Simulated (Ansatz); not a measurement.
CH3F on a (110) slab of Si (Fd-3m (No. 227)), 4 planes, outer planes Si (top) and Si (bottom), its top face closed with H, its bottom face closed with Cl, 1 a cell of 41.6 Å², relaxed and still whole (its atoms last):

```yaml
crystal:
  lattice:
    - [7.66719, 0.00000, 0.00000]
    - [0.00000, 5.42152, 0.00000]
    - [0.00000, 0.00000, 28.37297]
  atoms:
    - { symbol: Si, position: [0.25000, 0.00000, 0.34166] }
    - { symbol: Si, position: [0.75000, 0.00000, 0.34166] }
    - { symbol: Si, position: [0.50000, 0.25000, 0.34166] }
    - { symbol: Si, position: [0.00000, 0.25000, 0.34166] }
    - { symbol: Si, position: [0.50000, 0.50000, 0.40921] }
    - { symbol: Si, position: [0.00000, 0.50000, 0.40921] }
    - { symbol: Si, position: [0.75000, 0.75000, 0.40921] }
    - { symbol: Si, position: [0.25000, 0.75000, 0.40921] }
    - { symbol: Si, position: [0.75019, 0.00128, 0.47608] }
    - { symbol: Si, position: [0.25017, 0.00164, 0.47605] }
    - { symbol: Si, position: [0.00011, 0.24842, 0.47598] }
    - { symbol: Si, position: [0.50024, 0.24841, 0.47604] }
    - { symbol: Si, position: [0.00034, 0.50085, 0.54310] }
    - { symbol: Si, position: [0.50025, 0.50169, 0.54311] }
    - { symbol: Si, position: [0.25006, 0.74875, 0.54315] }
    - { symbol: Si, position: [0.75049, 0.74886, 0.54328] }
    - { symbol: Cl, position: [0.24999, 0.85685, 0.27470] }
    - { symbol: Cl, position: [0.75003, 0.85683, 0.27470] }
    - { symbol: Cl, position: [0.50002, 0.39272, 0.27466] }
    - { symbol: Cl, position: [0.00000, 0.39257, 0.27464] }
    - { symbol: H, position: [0.00112, 0.33643, 0.58573] }
    - { symbol: H, position: [0.49978, 0.33819, 0.58595] }
    - { symbol: H, position: [0.24986, 0.91145, 0.58608] }
    - { symbol: H, position: [0.75063, 0.91237, 0.58608] }
    - { symbol: C, position: [0.79033, 0.48715, 0.67506] }
    - { symbol: F, position: [0.82638, 0.23428, 0.67210] }
    - { symbol: H, position: [0.89925, 0.59029, 0.65945] }
    - { symbol: H, position: [0.66956, 0.52516, 0.65554] }
    - { symbol: H, position: [0.77479, 0.53719, 0.71231] }
```

Computed with DFT PBE+D3(BJ), scalar-relativistic, plane waves, PAW in Ansatz. Plane waves to 420 eV, a k mesh through Γ of 2×3×1 on the computed 29-atom cell and Gaussian smearing (0.05 eV); no spin polarisation. The cell repeats along c with a dipole correction in the vacuum.

It binds with 0.16 eV a molecule against the clean slab and the free molecule (no zero-point or thermal terms); its shortest contact is H–H 2.57 Å. Take first-order desorption with no barrier to adsorption, no reaction on the face and an assumed prefactor of 10^13 s⁻¹.

(1) How long does a molecule stay at 573 K?

(2) Where does its peak lie in a desorption experiment heated at 5 K/s?

(3) Is this physisorption or chemisorption?

## Answers

(1) τ = ν⁻¹·exp(E/k_BT) with k_BT = 0.0494 eV: E/k_BT = 3.2, so τ ≈ 3×10^-12 s. At about one hit a site a second (10⁻⁶ mbar) the coverage is near τ × 1 s⁻¹, so a layer needs more than atmospheric pressure.

(2) The peak obeys E/(k_B·T_p²) = (ν/β)·exp(−E/k_BT_p). Solving gives T_p ≈ 64 K (E/k_BT_p = 29.1). An error of 0.1 eV in E moves it by about 40 K, and larger molecules have larger prefactors, which lowers it.

(3) The tightest contact, C–Si 4.01 Å, is 2.14 times the sum of covalent radii, and deformation and lateral interaction add up to -0.04 eV; under 0.01 e cross the plane between them. This is physisorption.